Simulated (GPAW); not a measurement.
Crystal: Au.

```
Au
1.0
     0.00000    2.03500    2.03500
     2.03500    0.00000    2.03500
     2.03500    2.03500    0.00000
Au
1
Direct
  0.00000 0.00000 0.00000
```

Base run:

- Program: GPAW 26.7.0
- Functional: PBEsol
- Potentials or basis: PAW data sets generated in the run's folder for this functional
- Cutoff: 600 eV
- Basis: pw
- k mesh: 11 × 11 × 11
- Occupations: fermi-dirac, width 0.05 eV
- Spin: no spin polarisation

Its results: pressure 4.7 GPa.

**Question.** The run is repeated on the same cell with these changes: functional from PBEsol to PBE. What comes out?

**Answer.** Pressure 13.3 GPa.

PBE binds less tightly than PBEsol, so the same cell stands under more pressure.

Not every run made on this cell is shown here.
